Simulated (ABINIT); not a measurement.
# Nb (Im-3m) in ABINIT: a series of runs

Aim: see how the results for Nb move with the level of theory and the settings. Levels: PBE, LDA. Tasks: band structure, equation of state.

Program: ABINIT 10.8.3 (patched build). These are calculated values, not measurements. Logs are shortened: lines on timing, memory, paths and dates and some standing lists are left out, and cuts for length are marked. The log counts tension as positive stress, the text compression.

## Step 1: The structure

Symmetry: Im-3m, No. 229, cubic system. Conventional cell: a = 3.328 Å, b = 3.328 Å, c = 3.328 Å, α = 90.00°, β = 90.00°, γ = 90.00°. Around Nb (site symmetry m-3m) lie 8 Nb at 2.88 Å.

## Step 2: Band structure, PBE

Contents of run.abi:

```
# Datasets: ground state, then fixed potential
ndtset 2

# Pseudopotentials
pp_dirpath "./"
pseudos "Nb.upf"

# Structure
acell 3*1.0
rprim
    -3.1444097851     3.1444097851     3.1444097851
     3.1444097851    -3.1444097851     3.1444097851
     3.1444097851     3.1444097851    -3.1444097851
ntypat 1
znucl 41
natom 1
typat 1
xred
     0.0000000000     0.0000000000     0.0000000000

# Plane-wave basis
ecut 41.0

# Exchange and correlation
ixc 11

# Bands and occupations
occopt 3
tsmear 0.05 eV

# SCF cycle
nstep 100

# Output
iomode 3
prtwf 0
prteig 0
prtebands 0
enunit 1
prtden1 1

# Dataset 1
kptopt1 1
ngkpt1 11 11 11
nshiftk1 1
shiftk1 0.0 0.0 0.0
nband1 11
tolvrs1 1.0e-10

# Dataset 2: bands along G-H-N-G-P-H
iscf2 -2
getden2 1
nband2 17
nbdbuf2 4
tolwfr2 1.0e-11
kptopt2 -5
ndivsm2 5
prteig2 1
kptbounds2
     0.0000000000     0.0000000000     0.0000000000
     0.5000000000    -0.5000000000     0.5000000000
     0.0000000000     0.0000000000     0.5000000000
     0.0000000000     0.0000000000     0.0000000000
     0.2500000000     0.2500000000     0.2500000000
     0.5000000000    -0.5000000000     0.5000000000
```

Potentials or basis: PseudoDojo NC SR PBE v0.4.1 standard.

Launch:

```
> abinit run.abi > log 2>&1
```

run.abo:

```text
.Version 10.8.3 of ABINIT
 DATASET    1 : space group Im -3 m (#229); Bravais cI (body-center cubic)
================================================================================
 Values of the parameters that define the memory need for DATASET  1.
     intxc =       0    ionmov =       0      iscf =       7    lmnmax =       6
     lnmax =       6     mgfft =      32  mpssoang =       3    mqgrid =    3001
     natom =       1  nloc_mem =       1    nspden =       1   nspinor =       1
    nsppol =       1      nsym =      48    n1xccc =    2501    ntypat =       1
    occopt =       3   xclevel =       2
       mpw =        1573          nfft =       32768          nkpt =          56
================================================================================
================================================================================

 DATASET    2 : space group Im -3 m (#229); Bravais cI (body-center cubic)
================================================================================
 Values of the parameters that define the memory need for DATASET  2.
     intxc =       0    ionmov =       0      iscf =      -2    lmnmax =       6
     lnmax =       6     mgfft =      32  mpssoang =       3    mqgrid =    3001
     natom =       1  nloc_mem =       1    nspden =       1   nspinor =       1
    nsppol =       1      nsym =      48    n1xccc =    2501    ntypat =       1
    occopt =       3   xclevel =       2
       mpw =        1572          nfft =       32768          nkpt =          30
================================================================================
================================================================================

--------------------------------------------------------------------------------
------------- Echo of variables that govern the present computation ------------
--------------------------------------------------------------------------------
 -outvars: echo values of preprocessed input variables --------
            acell      1.0000000000E+00  1.0000000000E+00  1.0000000000E+00 Bohr
              amu      9.29063800E+01
             ecut      4.10000000E+01 Hartree
           enunit           1
           getden1          0
           getden2          1
             iscf1          7
             iscf2         -2
                       outvar_i_n : Printing only first  50 k-points.
              ixc          11
           jdtset        1    2
                       outvar_i_n : Printing only first  50 k-points.
           kptopt1          1
           kptopt2         -5
         kptrlatt       11    0    0      0   11    0      0    0   11
          kptrlen1     5.99090526E+01
          kptrlen2     3.00000000E+01
            natom           1
            nband1         11
            nband2         17
           nbdbuf1          0
           nbdbuf2          4
           ndtset           2
           ndivsm1          0
           ndivsm2          5
            ngfft          32      32      32
             nkpt1         56
             nkpt2         30
            nstep         100
             nsym          48
           ntypat           1
                       prtocc : prtvol=0, do not print more k-points.
           occopt           3
        prtebands           0
           prteig1          0
           prteig2          1
            prtwf           0
            rprim     -3.1444097851E+00  3.1444097851E+00  3.1444097851E+00
                       3.1444097851E+00 -3.1444097851E+00  3.1444097851E+00
                       3.1444097851E+00  3.1444097851E+00 -3.1444097851E+00
           shiftk1     0.00000000E+00  0.00000000E+00  0.00000000E+00
           shiftk2     5.00000000E-01  5.00000000E-01  5.00000000E-01
          spgroup         229
           tolvrs1     1.00000000E-10
           tolvrs2     0.00000000E+00
           tolwfr1     0.00000000E+00
           tolwfr2     1.00000000E-11
           tsmear      1.83746611E-03 Hartree
            typat      1
                       outvars : Printing only first  50 k-points.
            znucl       41.00000

[... 161 lines left out ...]

 Exchange-correlation functional for the present dataset will be:
  GGA: Perdew-Burke-Ernzerhof functional - ixc=11
  J.P.Perdew, K.Burke, M.Ernzerhof, PRL 77, 3865 (1996)

 Real(R)+Recip(G) space primitive vectors, cartesian coordinates (Bohr,Bohr^-1):
 R(1)= -3.1444098  3.1444098  3.1444098  G(1)=  0.0000000  0.1590124  0.1590124
 R(2)=  3.1444098 -3.1444098  3.1444098  G(2)=  0.1590124  0.0000000  0.1590124
 R(3)=  3.1444098  3.1444098 -3.1444098  G(3)=  0.1590124  0.1590124  0.0000000
 Unit cell volume ucvol=  1.2435905E+02 bohr^3
 Angles (23,13,12)=  1.09471221E+02  1.09471221E+02  1.09471221E+02 degrees

 getcut: wavevector=  0.0000  0.0000  0.0000  ngfft=  32  32  32
         ecut(hartree)=     41.000   => boxcut(ratio)=   2.04041
--------------------------------------------------------------------------------

================================================================================
 Non-SCF case, kpt    1 (  0.00000  0.00000  0.00000), residuals and eigenvalues=
  6.25E-12  2.29E-12  6.35E-12  2.91E-12  2.27E-12  3.96E-12  1.37E-12  1.88E-12
  9.46E-12  5.83E-12  8.51E-12  1.62E-12  5.18E-12  1.31E-08  3.82E-07  5.86E-08
  4.38E-07
 -1.4814E+00 -5.7598E-01 -5.7598E-01 -5.7598E-01  3.0165E-01  5.3080E-01
  5.3080E-01  5.3080E-01  6.3482E-01  6.3482E-01  1.0403E+00  1.0403E+00
  1.0403E+00  1.4249E+00  1.4249E+00  1.5300E+00  1.5300E+00
 Non-SCF case, kpt    2 (  0.07143 -0.07143  0.07143), residuals and eigenvalues=
  3.89E-12  6.88E-12  1.43E-12  2.33E-12  1.32E-12  2.27E-12  3.08E-12  9.46E-12
  7.54E-12  8.33E-12  9.50E-12  1.24E-12  8.64E-12  3.49E-11  2.15E-08  2.02E-08
  1.04E-05
 -1.4806E+00 -5.7935E-01 -5.7749E-01 -5.7749E-01  3.1652E-01  5.2944E-01
  5.2944E-01  5.3759E-01  6.1327E-01  6.4230E-01  1.0600E+00  1.0659E+00
  1.0659E+00  1.2993E+00  1.4505E+00  1.5119E+00  1.5119E+00
[... 182 lines left out ...]
 Non-SCF case, kpt   29 (  0.45833 -0.37500  0.45833), residuals and eigenvalues=
  2.01E-12  2.25E-12  2.52E-12  1.52E-12  2.35E-12  3.44E-12  6.80E-12  6.09E-12
  3.57E-12  9.51E-12  8.52E-12  3.49E-12  3.80E-12  3.15E-11  1.94E-10  9.12E-11
  2.20E-05
 -1.4679E+00 -6.0827E-01 -6.0827E-01 -6.0389E-01  3.9568E-01  3.9568E-01
  6.4675E-01  7.0076E-01  7.0076E-01  8.6590E-01  8.6590E-01  8.8088E-01
  1.2279E+00  1.2428E+00  1.2428E+00  1.3493E+00  1.6761E+00
 Non-SCF case, kpt   30 (  0.50000 -0.50000  0.50000), residuals and eigenvalues=
  6.28E-12  5.18E-12  4.86E-12  5.19E-12  7.92E-13  2.14E-12  3.12E-12  4.71E-12
  3.63E-12  8.84E-12  1.93E-12  2.26E-12  2.89E-12  6.92E-11  1.00E-09  1.04E-10
  2.51E-06
 -1.4673E+00 -6.0783E-01 -6.0783E-01 -6.0783E-01  3.8511E-01  3.8511E-01
  7.1741E-01  7.1741E-01  7.1741E-01  8.4446E-01  8.4446E-01  8.4446E-01
  1.1853E+00  1.2588E+00  1.2588E+00  1.3271E+00  1.7551E+00

--- !ResultsGS
iteration_state: {dtset: 2, }
comment   : Summary of ground state results
lattice_vectors:
- [ -3.1444098,   3.1444098,   3.1444098, ]
- [  3.1444098,  -3.1444098,   3.1444098, ]
- [  3.1444098,   3.1444098,  -3.1444098, ]
lattice_lengths: [   5.44628,    5.44628,    5.44628, ]
lattice_angles: [109.471, 109.471, 109.471, ] # degrees, (23, 13, 12)
lattice_volume:   1.2435905E+02
convergence: {deltae:  0.000E+00, res2:  0.000E+00, residm:  9.897E-12, diffor:  0.000E+00, }
etotal    :  -6.22859498E+01
entropy   :   0.00000000E+00
fermie    :   5.16036642E-01
cartesian_stress_tensor: null
pressure_GPa: null
xred      :
- [  0.0000E+00,   0.0000E+00,   0.0000E+00, Nb]
cartesian_forces: null
force_length_stats: {min: null, max: null, mean: null, }
...

 Integrated electronic density in atomic spheres:
 ------------------------------------------------
 Atom  Sphere_radius  Integrated_density
    1        2.00000          9.42228892
================================================================================

 ----iterations are completed or convergence reached----

 Mean square residual over all n,k,spin=   43.516E-13; max=  98.965E-13
 reduced coordinates (array xred) for    1 atoms
       0.000000000000      0.000000000000      0.000000000000

 cartesian coordinates (angstrom) at end:
    1      0.00000000000000     0.00000000000000     0.00000000000000
 length scales=  1.000000000000  1.000000000000  1.000000000000 bohr
              =  0.529177210544  0.529177210544  0.529177210544 angstroms
 Eigenvalues (   eV  ) for nkpt=  30  k points:
 kpt#   1, nband= 17, wtk=  1.00000, kpt=  0.0000  0.0000  0.0000 (reduced coord)
 -40.31110  -15.67313  -15.67313  -15.67313    8.20821   14.44390   14.44390   14.44390
  17.27423   17.27423   28.30909   28.30909   28.30909   38.77481   38.77481   41.63436
  41.63436
 kpt#   2, nband= 17, wtk=  1.00000, kpt=  0.0714 -0.0714  0.0714 (reduced coord)
 -40.28945  -15.76493  -15.71436  -15.71436    8.61283   14.40688   14.40688   14.62854
  16.68804   17.47801   28.84392   29.00413   29.00413   35.35704   39.46941   41.14101
  41.14118
 kpt#   3, nband= 17, wtk=  1.00000, kpt=  0.1429 -0.1429  0.1429 (reduced coord)
 -40.23018  -15.99174  -15.83107  -15.83107    9.69560   14.41963   14.41963   15.16932
  15.32668   17.98717   30.02741   30.83673   30.83673   31.38139   39.24920   39.24920
  41.54574
 kpt#   4, nband= 17, wtk=  1.00000, kpt=  0.2143 -0.2143  0.2143 (reduced coord)
 -40.14829  -16.24615  -16.00242  -16.00242   11.04206   13.78626   14.71484   14.71484
  16.02251   18.48442   28.94468   31.29764   32.48394   32.48394   37.37603   37.37603
  42.60134
 kpt#   5, nband= 17, wtk=  1.00000, kpt=  0.2857 -0.2857  0.2857 (reduced coord)
[... 89 lines left out ...]
  17.77954   24.33391   24.98846   24.98846   32.96995   32.96995   33.92503   41.67594
  43.29707
 kpt#  28, nband= 17, wtk=  1.00000, kpt=  0.4167 -0.2500  0.4167 (reduced coord)
 -39.98344  -16.57577  -16.57577  -16.17171   11.54524   11.54524   14.86095   18.30126
  18.30126   24.47360   24.54904   24.54904   33.02339   33.02339   35.29971   38.85214
  42.52538
 kpt#  29, nband= 17, wtk=  1.00000, kpt=  0.4583 -0.3750  0.4583 (reduced coord)
 -39.94424  -16.55174  -16.55174  -16.43276   10.76689   10.76689   17.59890   19.06852
  19.06852   23.56242   23.56242   23.96985   33.41230   33.81727   33.81727   36.71596
  45.60845
 kpt#  30, nband= 17, wtk=  1.00000, kpt=  0.5000 -0.5000  0.5000 (reduced coord)
 -39.92851  -16.53992  -16.53992  -16.53992   10.47940   10.47940   19.52179   19.52179
  19.52179   22.97890   22.97890   22.97890   32.25371   34.25431   34.25431   36.11202
  47.75810

== END DATASET(S) ==============================================================
================================================================================

 -outvars: echo values of variables after computation  --------
            acell      1.0000000000E+00  1.0000000000E+00  1.0000000000E+00 Bohr
           etotal1    -6.2285949809E+01
            fcart1    -0.0000000000E+00 -0.0000000000E+00 -0.0000000000E+00
            rprim     -3.1444097851E+00  3.1444097851E+00  3.1444097851E+00
                       3.1444097851E+00 -3.1444097851E+00  3.1444097851E+00
                       3.1444097851E+00  3.1444097851E+00 -3.1444097851E+00
           strten1     6.4992780304E-05  6.4992780304E-05  6.4992780304E-05
                       0.0000000000E+00  0.0000000000E+00  0.0000000000E+00
 Calculation completed.
```

Wall time 16 s (1 thread of Intel Xeon 6975P-C (Granite Rapids), shared host); peak memory 0.1 GiB.

Results:

* Free energy: -1694.8870 eV
* Pressure: -1.9 GPa
* Band gap on the k mesh: none (metal or under the smearing width)
* Valence electrons inside the program's atomic spheres: Nb 9.42 (radii [1.0584] Å)

Levels at the corners of the path, in eV from the Fermi level:
```tsv
point	band 2	band 3	band 4	band 5	band 6	band 7	band 8	band 9	band 10	band 11
Γ	-29.72	-29.72	-29.72	-5.83	0.40	0.40	0.40	3.23	3.23	14.27
H	-30.58	-30.58	-30.58	-3.56	-3.56	5.48	5.48	5.48	8.94	8.94
N	-30.98	-30.12	-29.73	-3.59	-1.56	2.22	3.25	3.91	6.22	11.64
Γ	-29.72	-29.72	-29.72	-5.83	0.40	0.40	0.40	3.23	3.23	14.27
P	-30.36	-30.36	-30.36	-1.05	-1.05	-1.05	4.04	4.04	9.27	11.72
H	-30.58	-30.58	-30.58	-3.56	-3.56	5.48	5.48	5.48	8.94	8.94
```

## Step 3: Equation of state, LDA

Contents of run.abi:

```
ndtset 7
getwfk -1
scalecart1 3*0.9795861087
scalecart2 3*0.9864848297
scalecart3 3*0.9932883884
scalecart4 3*1.0000000000
scalecart5 3*1.0066227096
scalecart6 3*1.0131594038
scalecart7 3*1.0196128224

pp_dirpath "./"
pseudos "Nb.upf"

acell 3*1.0
rprim
    -3.1444097851     3.1444097851     3.1444097851
     3.1444097851    -3.1444097851     3.1444097851
     3.1444097851     3.1444097851    -3.1444097851
ntypat 1
znucl 41
natom 1
typat 1
xred
     0.0000000000     0.0000000000     0.0000000000

ecut 41.0

kptopt 1
ngkpt 11 11 11
nshiftk 1
shiftk 0.0 0.0 0.0

ixc 7

nband 11
occopt 3
tsmear 0.05 eV

nstep 100
tolvrs 1.0e-10

iomode 3
prtwf 1
prtden 0
prteig 0
prtebands 0
```

Potentials or basis: PseudoDojo NC SR LDA v0.4 stringent.

Launch:

```
> abinit run.abi > log 2>&1
```

Wall time 71 s (1 thread of Intel Xeon 6975P-C (Granite Rapids), shared host); peak memory 0.1 GiB.

The run converged. Its results:

```
Equilibrium volume : 17.21 Å³/atom (rough: see the caveat)
Bulk modulus       : 187 GPa (rough)
```

Energy against volume, from the lowest point:
```tsv
volume (Å³/atom)	energy (meV/atom)
17.322	0.00
17.691	7.16
18.060	22.45
18.428	45.22
18.797	74.83
19.165	110.66
19.534	152.14
```

Caveat: pressures at fixed basis lie under the slope of the energies; the minimum lies outside the volumes run.
